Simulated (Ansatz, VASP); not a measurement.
One calculation of Cl, two programs

INCAR

```
ALGO = Normal
EDIFF = 1E-6
ENCUT = 520
GGA = PE
ISIF = 2
ISMEAR = 0
ISPIN = 2
LASPH = True
LCHARG = True
LELF = True
LORBIT = 11
LREAL = False
LVHAR = True
LWAVE = False
MAGMOM = 1
NBANDS = 14
NELM = 150
PREC = Accurate
SIGMA = 0.1
```

File KPOINTS:

```
k-points
0
Gamma
  8 8 8
```

File POSCAR:

```
Cl
1.0
    3.8391960000      0.0000000000      0.0000000000
    0.0000000000      3.8391960000      0.0000000000
    0.0000000000      0.0000000000      3.8391960000
Cl
1
Direct
    0.5000000000      0.5000000000      0.5000000000
```

Input for Ansatz:

```yaml
crystal:
  lattice:
    - [3.839196, 0.0, 0.0]
    - [0.0, 3.839196, 0.0]
    - [0.0, 0.0, 3.839196]
  atoms:
    - { symbol: Cl, position: [0.5, 0.5, 0.5], spin: 1.0 }
magnetization:
  spin_polarized: true
basis:
  ecutwfc: 420
  fft_grid_basis: typed
kpoints:
  mp_grid: { grid: [8, 8, 8] }
hamiltonian:
  xc: pbe
  pseudopotentials: { kind: paw }
scf:
  occupations: { method: gaussian, width: 0.1 }
output:
  forces: true
  stress: true
  eigenvalues: true
  bader: true
  write_density: true
  volumetric_format: npy
  populations: true
```

Alike in both runs: task single point; functional PBE; k mesh 8 × 8 × 8; occupations gaussian, width 0.1 eV; collinear spin.

```csv
,VASP,Ansatz
version,VASP 6.6.1,Ansatz 0.2.0
potentials or method,"VASP PAW PBE potentials, release 64 (Cl)","scalar-relativistic, plane waves, PAW"
plane-wave cutoff (eV),520,420
valence electrons in the cell,7,7
```

VASP gave:

- gap on the k mesh at the Fermi level (eV): none
- net moment per atom (μB): 1.00
- size of the moment on the site where the two differ most (μB): 0.76

**Question.** Estimate Ansatz's values.

**Answer.** gap on the k mesh at the Fermi level (eV): none; net moment per atom (μB): 1.00; size of the moment on the site where the two differ most (μB): 0.99.

Site moments also hang on the region over which each program counts them. A gap of «none» marks a metal or a gap that the smearing closes. With one functional, cell and mesh, what is left measures potentials, basis and numerics.
